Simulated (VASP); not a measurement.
# Ca (Im-3m) in VASP: notebook

The runs below take Ca through electric field gradients, density of states, with PBE.

All numbers are computed with VASP 6.6.1; they aren't measurements. Logs are shortened: lines on timing, memory, paths and dates and some standing lists are left out, and cuts for length are marked.

## 1. Starting point

Symmetry: Im-3m, No. 229, cubic system. Conventional cell: a = 4.480 Å, b = 4.480 Å, c = 4.480 Å, α = 90.00°, β = 90.00°, γ = 90.00°. Ca (site symmetry m-3m) is surrounded by 8 Ca at 3.88 Å.

This isn't the form of Ca at room conditions, which is fcc.

## 2. Electric field gradients, PBE (equal xy, yz and zx shear strains of -1 %)

Contents of INCAR:

```
SYSTEM = Ca
PREC = Accurate ; ENCUT = 520
EDIFF = 1E-8 ; ISMEAR = -1
SIGMA = 0.05 ; LREAL = .FALSE.
LASPH = .TRUE. ; NELM = 80
ALGO = Fast ; ISIF = 2
LWAVE = .FALSE. ; LCHARG = .FALSE.
GGA = PE ; LEFG = .TRUE.
NBANDS = 11
```

Contents of KPOINTS:

```
Automatic mesh
0
G
  10 10 10
  0 0 0
```

Contents of POSCAR:

```
Ca
1.0
   -2.2624000000      2.2400000000      2.2400000000
    2.2400000000     -2.2624000000      2.2400000000
    2.2400000000      2.2400000000     -2.2624000000
Ca
1
Direct
    0.0000000000      0.0000000000      0.0000000000
```

Potentials or basis: VASP PAW PBE potentials, release 64 (Ca_sv).

Command:

```bash
> cat potpaw_PBE.64/Ca_sv/POTCAR > POTCAR
> mpirun -np 1 vasp_std > vasp.out
```

OUTCAR:

```text
SYSTEM = Ca
   PREC = Accurate
   ENCUT = 520
   EDIFF = 1E-8
   ISMEAR = -1
   LREAL = .FALSE.
   LASPH = .TRUE.
   NELM = 80
   ISIF = 2
   GGA = PE

 ion  position               nearest neighbor table
   1  0.000  0.000  0.000-

  LATTYP: Found a trigonal (rhomboedric) cell.
 ALAT       =     3.8927694203
 COS(alpha) =    -0.3377371610

  Lattice vectors:

 A1 = (  -2.2624000000,   2.2400000000,   2.2400000000)
 A2 = (   2.2400000000,  -2.2624000000,   2.2400000000)
 A3 = (   2.2400000000,   2.2400000000,  -2.2624000000)

Analysis of symmetry for initial positions (statically):
=====================================================================
 Subroutine PRICEL returns:
 Original cell was already a primitive cell.

 Routine SETGRP: Setting up the symmetry group for a
 trigonal (rhombohedral) supercell.

 Subroutine GETGRP returns: Found 12 space group operations
 (whereof 12 operations were pure point group operations)
 out of a pool of 12 trial point group operations.

The static configuration has the point symmetry D_3d.

Analysis of symmetry for dynamics (positions and initial velocities):
=====================================================================
 Subroutine PRICEL returns:
 Original cell was already a primitive cell.

 Routine SETGRP: Setting up the symmetry group for a
 trigonal (rhombohedral) supercell.

 Subroutine GETGRP returns: Found 12 space group operations
 (whereof 12 operations were pure point group operations)
 out of a pool of 12 trial point group operations.

The dynamic configuration has the point symmetry D_3d.

 Subroutine INISYM returns: Found 12 space group operations
 (whereof 12 operations are pure point group operations),
 and found     1 'primitive' translations

----------------------------------------------------------------------------------------

                                     Primitive cell

  volume of cell :      44.9543

  direct lattice vectors                    reciprocal lattice vectors
    -2.262400000  2.240000000  2.240000000     0.002243472  0.224347239  0.224347239
     2.240000000 -2.262400000  2.240000000     0.224347239  0.002243472  0.224347239
     2.240000000  2.240000000 -2.262400000     0.224347239  0.224347239  0.002243472

  length of vectors
     3.892769420  3.892769420  3.892769420     0.317282840  0.317282840  0.317282840

  position of ions in fractional coordinates (direct lattice)
     0.000000000  0.000000000  0.000000000

  ion indices of the primitive-cell ions
   primitive index   ion index
                 1           1

----------------------------------------------------------------------------------------

 KPOINTS: Automatic mesh

Automatic generation of k-mesh.
 Grid dimensions read from file:
 generate k-points for:   10   10   10

 Generating k-lattice:

  Cartesian coordinates                     Fractional coordinates (reciprocal lattice)
     0.000224347  0.022434724  0.022434724     0.100000000 -0.000000000 -0.000000000
     0.022434724  0.000224347  0.022434724    -0.000000000  0.100000000 -0.000000000
     0.022434724  0.022434724  0.000224347    -0.000000000 -0.000000000  0.100000000

  Length of vectors
     0.031728284  0.031728284  0.031728284

  Shift w.r.t. Gamma in fractional coordinates (k-lattice)
     0.000000000  0.000000000  0.000000000

 Subroutine IBZKPT returns following result:
 ===========================================

 Found    116 irreducible k-points:

 Following reciprocal coordinates:
            Coordinates               Weight
  0.000000  0.000000  0.000000      1.000000
  0.100000 -0.000000 -0.000000      6.000000
  0.200000 -0.000000 -0.000000      6.000000
  0.300000 -0.000000 -0.000000      6.000000
  0.400000 -0.000000 -0.000000      6.000000
  0.500000  0.000000  0.000000      3.000000
[... 16 lines left out ...]
  0.300000  0.300000 -0.000000      6.000000
  0.400000  0.300000  0.000000     12.000000
 [... further k-points ...]
   k-points           NKPTS =    116   k-points in BZ     NKDIM =    116   number of bands    NBANDS=     11
   number of dos      NEDOS =    301   number of ions     NIONS =      1
   total plane-waves  NPLWV =  27000
   dimension x,y,z NGX =    30 NGY =   30 NGZ =   30
   dimension x,y,z NGXF=    60 NGYF=   60 NGZF=   60
   ions per type =               1
   NGX,Y,Z   is equivalent  to a cutoff of  12.81, 12.81, 12.81 a.u.
   NGXF,Y,Z  is equivalent  to a cutoff of  25.62, 25.62, 25.62 a.u.
 SYSTEM =  Ca
   PREC   = accura    normal or accurate (medium, high low for compatibility)
   ISTART =      0    job   : 0-new  1-cont  2-samecut
   ICHARG =      2    charge: 1-file 2-atom 10-const
   ISPIN  =      1    spin polarized calculation?
   LNONCOLLINEAR =      F non collinear calculations
   LSORBIT =      F    spin-orbit coupling
   LASPH  =      T    aspherical Exc in radial PAW
   ENCUT  =  520.0 eV  38.22 Ry    6.18 a.u.   7.24  7.24  7.24*2*pi/ulx,y,z
   NELM   =     80;   NELMIN=  2; NELMDL= -5     # of ELM steps
   EDIFF  = 0.1E-07   stopping-criterion for ELM
   LREAL  =      F    real-space projection
   EDIFFG = 0.1E-06   stopping-criterion for IOM
   NSW    =      0    number of steps for IOM
   IBRION =     -1    ionic relax: 0-MD 1-quasi-New 2-CG
   NFREE  =      0    steps in history (QN), initial steepest desc. (CG)
   ISIF   =      2    stress and relaxation
   ISYM   =      2    0-nonsym 1-usesym 2-fastsym
   POTIM  = 0.5000    time-step for ionic-motion
   TEBEG  =    0.0;   TEEND  =   0.0 temperature during run
   PSTRESS=    0.0 pullay stress
   NELECT =      10.0000    total number of electrons
   NUPDOWN=      -1.0000    fix difference up-down
   EMIN   =  10.00;   EMAX   =-10.00  energy-range for DOS
   EFERMI =   0.00;   METHOD = LEGACY
   ISMEAR =    -1;   SIGMA  =   0.05  broadening in eV -4-tet -1-fermi 0-gaus
   EFERMI_NEDOS =   21; number of points for ismear=-14 and -15
   IALGO  =     68    algorithm
   IMIX   =      4    mixing-type and parameters
     AMIX     =   0.40;   BMIX     =  1.00
     AMIX_MAG =   1.60;   BMIX_MAG =  1.00
  volume/ion in A,a.u.               =      44.95       303.37
  Fermi-wavevector in a.u.,A,eV,Ry     =   0.991938  1.874490 13.387321  0.983940
  Thomas-Fermi vector in A             =   2.123714
   LORBIT       =      0    0 simple, 1 ext, 2 COOP (PROOUT), +10 PAW based schemes
   GGA     = PE    functional components
   LHFCALC =     F    Hartree Fock is set to
   AEXX    =    0.0000 exact exchange contribution
   IVDW    =     0    specifies the selected vdW correction
   LEPSILON=     F    determine dielectric tensor
   LRPA    =     F    only Hartree local field effects (RPA)
 non-spin polarized calculation
 RMM-DIIS sequential band-by-band and
  energy-cutoff  :      520.00
  volume of cell :       44.95
 maximum number of plane-waves:      1240
 NGX is ok and might be reduce to    30

 number of electron      10.0000001 magnetization

 Free energy of the ion-electron system (eV)
  ---------------------------------------------------
  ext. energy  EPLUGINS =         0.00000000
  ---------------------------------------------------
  free energy    TOTEN  =        -1.91223310 eV

  energy without entropy =       -1.89912549  energy(sigma->0) =       -1.90567929

 E-fermi :   1.7720     XC(G=0):  -7.5435

 val. band max:        1.7663054349   @ k =   0.5000   0.5000   0.3000
 cond. band min:       1.7809726266   @ k =   0.4000   0.2000  -0.0000
 fundamental gap:      0.0146671917
 Fermi energy:         1.7720227168

 k-point     1 :       0.0000    0.0000    0.0000
  band No.  band energies     occupation
      1     -40.4566      2.00000
      2     -21.3786      2.00000
      3     -21.3779      2.00000
      4     -21.3779      2.00000
      5      -2.1918      2.00000
      6       3.9045      0.00000
      7       3.9887      0.00000
      8       3.9887      0.00000
      9       4.9506      0.00000
     10       4.9506      0.00000
     11      11.5401      0.00000
[... 309 lines left out ...]
 k-point    24 :       0.4000    0.3000    0.0000
  band No.  band energies     occupation
      1     -40.4443      2.00000
      2     -21.4630      2.00000
      3     -21.4448      2.00000
      4     -21.3918      2.00000
      5       1.4688      1.99537
      6       2.0977      0.00296
      7       2.4359      0.00000
      8       4.9449      0.00000
      9       5.0921      0.00000
     10       6.0897      0.00000
     11       6.4689      0.00000

 [... further k-points ...]

------------------------ aborting loop because EDIFF is reached ----------------------------------------

  FORCE on cell =-STRESS in cart. coord.  units (eV):
  Direction    XX          YY          ZZ          XY          YZ          ZX
  --------------------------------------------------------------------------------------
  -------------------------------------------------------------------------------------
  Total       -0.2708420     -0.2708420     -0.2708420      0.0387529      0.0387529      0.0387529
  in kB       -9.6528420     -9.6528420     -9.6528420      1.3811586      1.3811586      1.3811586
  external PRESSURE =      -9.6528420 kB  Pullay stress =       0.0000000 kB

 VOLUME and BASIS-vectors are now :
 -----------------------------------------------------------------------------
  energy-cutoff  :      520.00
  volume of cell :       44.95
      direct lattice vectors                 reciprocal lattice vectors
    -2.262400000  2.240000000  2.240000000     0.002243472  0.224347239  0.224347239
     2.240000000 -2.262400000  2.240000000     0.224347239  0.002243472  0.224347239
     2.240000000  2.240000000 -2.262400000     0.224347239  0.224347239  0.002243472

 POSITION                                       TOTAL-FORCE (eV/Angst)
 -----------------------------------------------------------------------------------
      0.00000      0.00000      0.00000         0.000000     -0.000000      0.000000
 -----------------------------------------------------------------------------------
    total drift:                               -0.000000     -0.000000      0.000000

  FREE ENERGIE OF THE ION-ELECTRON SYSTEM (eV)
  ---------------------------------------------------
  free  energy   TOTEN  =        -1.9122331001 eV

  energy  without entropy=       -1.8991254864  energy(sigma->0) =       -1.90567929

 Electric field gradients (V/A^2)
---------------------------------------------------------------------
 ion       V_xx      V_yy      V_zz      V_xy      V_xz      V_yz
---------------------------------------------------------------------
   1      -0.000    -0.000     0.000     0.918     0.918     0.918
---------------------------------------------------------------------

 Electric field gradients after diagonalization (V/A^2)
 (convention: |V_zz| > |V_xx| > |V_yy|)
----------------------------------------------------------------------
 ion       V_xx      V_yy      V_zz     asymmetry (V_yy - V_xx)/ V_zz
----------------------------------------------------------------------
   1      -0.918    -0.918     1.835       0.000
----------------------------------------------------------------------

           NMR quadrupolar parameters

 Cq : quadrupolar parameter    Cq=e*Q*V_zz/h
 eta: asymmetry parameters     (V_yy - V_xx)/ V_zz
 Q  : nuclear electric quadrupole moment in mb (millibarn)
----------------------------------------------------------------------
 ion       Cq(MHz)       eta       Q (mb)
----------------------------------------------------------------------
   1       0.004       0.000       1.000
----------------------------------------------------------------------
```

It took 49 s on 1 thread of Intel Xeon Platinum 8488C (Sapphire Rapids), shared host; peak memory 0.19 GiB.

Results:

```
Free energy            : -1.9122 eV
Pressure               : -1.0 GPa
Band gap on the k mesh : none (metal or under the smearing width)
```

Stress tensor (GPa, compression positive):
```
-0.97  0.14  0.14
 0.14 -0.97  0.14
 0.14  0.14 -0.97
```

Levels at points of the mesh, in eV from the Fermi level:
| k point | band 3 | band 4 | band 5 | band 6 | band 7 | band 8 |
| --- | --- | --- | --- | --- | --- | --- |
| (0.00, 0.00, 0.00) | -23.15 | -23.15 | -3.96 | 2.13 | 2.22 | 2.22 |
| (0.50, 0.00, 0.00) | -23.19 | -23.15 | -0.86 | -0.05 | 1.31 | 3.05 |
| (0.50, 0.50, 0.00) | -23.19 | -23.15 | -0.91 | -0.12 | 1.29 | 3.09 |
| (0.50, 0.50, 0.50) | -23.23 | -23.23 | 0.10 | 0.10 | 3.65 | 3.68 |

Electric field gradients, principal values (V/Å²):
| atom | Vxx | Vyy | Vzz |
| --- | --- | --- | --- |
| 1 Ca | -0.918 | -0.918 | 1.835 |

## 3. Density of states, PBE

Contents of POSCAR:

```
Ca
1.0
   -2.2400000000      2.2400000000      2.2400000000
    2.2400000000     -2.2400000000      2.2400000000
    2.2400000000      2.2400000000     -2.2400000000
Ca
1
Direct
    0.0000000000      0.0000000000      0.0000000000
```

Contents of INCAR.step1:

```
PREC = Accurate
ENCUT = 520
EDIFF = 1E-6
ISMEAR = -1
SIGMA = 0.05
LREAL = False
LASPH = True
NELM = 100
ALGO = Normal
ISIF = 2
LWAVE = False
LCHARG = True
GGA = PE
NBANDS = 11
```

Contents of KPOINTS.step1:

```
regular mesh
0
Gamma
  10 10 10
```

Contents of INCAR.step2:

```
PREC = Accurate
ENCUT = 520
EDIFF = 1E-6
ISMEAR = -5
SIGMA = 0.05
LREAL = False
LASPH = True
NELM = 100
ALGO = Normal
ISIF = 2
LWAVE = False
LCHARG = False
GGA = PE
LORBIT = 11
NEDOS = 2001
ICHARG = 11
```

Contents of KPOINTS.step2:

```
regular mesh
0
Gamma
  15 15 15
```

Potentials or basis: VASP PAW PBE potentials, release 64 (Ca_sv).

Command:

```bash
> cat potpaw_PBE.64/Ca_sv/POTCAR > POTCAR
> cp INCAR.step1 INCAR
> cp KPOINTS.step1 KPOINTS
> mpirun -np 1 vasp_std > vasp.out
> cp INCAR.step2 INCAR
> cp KPOINTS.step2 KPOINTS
> mpirun -np 1 vasp_std > vasp.out
```

Run time: 21 s. Hardware: 1 thread of Intel Xeon 6975P-C (Granite Rapids), shared host; peak memory 0.19 GiB.

Results (log left out):

* Valence electrons inside the program's atomic spheres: Ca 8.06

Levels at points of the mesh, in eV from the Fermi level:
```tsv
k point	band 3	band 4	band 5	band 6	band 7	band 8
(0.00, 0.00, 0.00)	-23.17	-23.17	-3.98	2.17	2.17	2.17
```

States per cell in windows of 1 eV (zero at the Fermi level; states under -8 eV left out):
```tsv
from (eV)	total	Ca1_d	Ca1_p	Ca1_s
-8.0	0.00	0.00	0.00	0.00
-7.0	0.00	0.00	0.00	0.00
-6.0	0.00	0.00	0.00	0.00
-5.0	0.00	0.00	0.00	0.00
-4.0	0.16	0.00	0.00	0.01
-3.0	0.37	0.00	0.01	0.03
-2.0	0.60	0.03	0.02	0.04
-1.0	0.85	0.11	0.03	0.03
0.0	1.82	0.49	0.05	0.01
1.0	2.02	0.96	0.02	0.01
2.0	1.70	1.01	0.01	0.01
3.0	2.53	1.73	0.02	0.02
4.0	0.00	0.00	0.00	0.00
```

Caveat: tetrahedron occupations give inexact forces and stress in metals.

[end of part 1 of 2]
